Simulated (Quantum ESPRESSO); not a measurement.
Runs of Quantum ESPRESSO 7.5 on N. It takes space group Pa-3 (No. 205, cubic). The conventional cell has a = 5.561 Å, b = 5.561 Å, c = 5.561 Å, α = 90.00°, β = 90.00°, γ = 90.00°. Around N (site symmetry 3) lie 1 N at 1.11 Å. 

| task | level | potentials or basis | cutoff (eV) | SCF threshold | symmetry | form of the LDA correlation | gap on the mesh (eV) | pressure (GPa) | V0 of scaled cells (Å³/atom) | B0 (GPa) | largest force (eV/Å) |
| --- | --- | --- | --- | --- | --- | --- | --- | --- | --- | --- | --- |
| band structure | PBEsol | GBRV 1.5 PBEsol | 612 | 1.6e-09 Ry | - | - | 7.18 | 0.6 | - | - | 0.08 |
| band structure | r2SCAN | SG15 PBE 1.2 | 1197 | 1e-08 Ry | off | - | 7.98 | (c) | - | - | 1.76 |
| equation of state | LDA | GBRV 1.5 LDA | 612 | 1.6e-09 Ry | - | PZ81 | - | - | 21.08 | 79 | - |
| equation of state | PBE | SSSP 1.3 efficiency PBE | 816 | 1.6e-09 Ry | - | - | - | - | (b) | 76 | - |
| single point | PBE | SSSP 1.3 efficiency PBE | 816 | 1.6e-09 Ry | - | - | 7.25 | 0.3 | - | - | 0.18 |
| band structure | LDA | GBRV 1.5 LDA | 612 | 1.6e-09 Ry | - | PZ81 | (a) | -1.5 | - | - | 0.68 |
| band structure | PBE | SSSP 1.3 efficiency PBE | 816 | 1.6e-09 Ry | - | - | 7.25 | 0.3 | - | - | 0.18 |
| equation of state | PBEsol | GBRV 1.5 PBEsol | 612 | 1.6e-09 Ry | - | - | - | - | 21.67 | 75 | - |

Alike in all rows: no spin polarisation; cell as given; k mesh 5 × 5 × 5; smearing fermi-dirac 0.05 eV.

**Question.** Estimate the missing entries.

**Answer.** (a) 7.07; (b) 21.64; (c) -2.2.

Caveats: the cell was scaled at fixed shape and fractional positions, which overstates the stiffness of a crystal with free parameters, most of all of layers and chains (some runs); the potentials were made for another functional, which shifts forces and pressure (some runs); an odd mesh through Γ misses points on the zone boundary, where band edges often lie (some runs).
